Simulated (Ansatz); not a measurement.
Relaxed-ion elastic tensor of InCuS2 (chalcopyrite, I-42d) in GPa (Voigt order), plane-wave PAW r²SCAN (Ansatz code); density 4.75 g/cm³, 21.21 Å³ per atom.

|  | 1 | 2 | 3 | 4 | 5 | 6 |
|---|---|---|---|---|---|---|
| 1 | 94.2 | 62.3 | 63.3 | 0.0 | 0.0 | 0.0 |
| 2 | 62.3 | 94.2 | 63.3 | 0.0 | 0.0 | 0.0 |
| 3 | 63.3 | 63.3 | 96.0 | 0.0 | 0.0 | 0.0 |
| 4 | 0.0 | 0.0 | 0.0 | 39.8 | 0.0 | 0.0 |
| 5 | 0.0 | 0.0 | 0.0 | 0.0 | 39.8 | 0.0 |
| 6 | 0.0 | 0.0 | 0.0 | 0.0 | 0.0 | 37.7 |

Q: Is the crystal mechanically stable?

A: Yes: the smallest eigenvalue of C is 31.7 GPa.

Q: Work out the Voigt, Reuss and Hill averages.

A: K_V = 73.6, K_R = 73.6, K_H = 73.6; G_V = 29.8, G_R = 24.7, G_H = 27.2 GPa.

Q: Give Young's modulus, Poisson's ratio, Pugh's ratio and the universal anisotropy index.

A: E = 9KG/(3K + G) = 72.8 GPa; ν = 0.34; K/G = 2.70 (ductile by the Pugh limit of 1.75); A_U = 5G_V/G_R + K_V/K_R − 6 = 1.04.

Q: Estimate the sound speeds and the Debye temperature.

A: v_l = √((K + 4G/3)/ρ) = 4810 m/s, v_t = √(G/ρ) = 2400 m/s, mean 2690 m/s; Θ = (h/k)(3n/4πV)^(1/3) v_m = 289 K.

Q: Solve the Christoffel equation for the three sound speeds along x, y, z.

A: Eigenvalues of C_ijkl n_j n_l equal ρv² (piezoelectric stiffening left out). In km/s, slowest first: x 2.82, 2.90, 4.46; y 2.82, 2.90, 4.46; z 2.90, 2.90, 4.50.

Q: How much does each axis shrink under pressure?

A: Linear compressibilities β_i = Σ_j S_ij (j = 1 to 3): x 4.7, y 4.7, z 4.3 per TPa.

The cell was relaxed with r²SCAN under the symmetry of its start. No spin polarisation was allowed.

Potentials: the later of the program's two PAW sets.
